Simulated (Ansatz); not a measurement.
# TiCo: the cost of one run

Computed with Ansatz 0.2.0 (DFT PBE, scalar-relativistic, plane waves, PAW, unless a step's input says otherwise).

3 further runs of the same task are left out: 1 that didn't finish, 2 set aside as unsound or not needed.

## (1) The system as given

The structure is cubic, space group Pm-3m (No. 221). The conventional cell has a = 2.986 Å, b = 2.986 Å, c = 2.986 Å, α = 90.00°, β = 90.00°, γ = 90.00°. Ti (site symmetry m-3m) is surrounded by 8 Co at 2.59 Å. Co (site symmetry m-3m) is surrounded by 8 Ti at 2.59 Å.

Coordinates:

```
Ti Co
1.0
     2.98559    0.00000    0.00000
     0.00000    2.98559    0.00000
     0.00000    0.00000    2.98559
Ti Co
1 1
Direct
  0.00000 0.00000 0.00000
  0.50000 0.50000 0.50000
```

It goes back to an entry of the Materials Project, which need not be the stable form.

This cell was relaxed beforehand with the same method: volume 13.31 Å³/atom, gap on the mesh none (metal), site moments up to 1.0 μB.

## (2) Zero of the scan

The input, input.yaml:

```yaml
crystal:
  lattice:
    - [2.9855872881, 0.0, 0.0]
    - [0.0, 2.9855872881, 0.0]
    - [0.0, 0.0, 2.9855872881]
  atoms:
    - { symbol: Ti, position: [0.0, 0.0, 0.0] }
    - { symbol: Co, position: [0.5, 0.5, 0.5], spin: 1.09 }
basis:
  ecutwfc: 420
kpoints:
  mp_grid: { grid: [20, 20, 20] }
hamiltonian:
  xc: pbe
scf:
  occupations: { method: gaussian, width: 0.15 }
output:
  forces: true
  stress: true
  eigenvalues: true
  populations: true
magnetization:
  spin_polarized: true
```

Run with:

```sh
$ ansatz run input.yaml --threads 1 --pin off --max-ram 2560MiB --backend cpu --events-out ev --progress --plain --runs-dir out
```

**Question.** How long does this run take on 1 thread of Arm Neoverse V2, shared host, and how much memory does it need?

About 25 s, with a peak of 0.52 GiB.
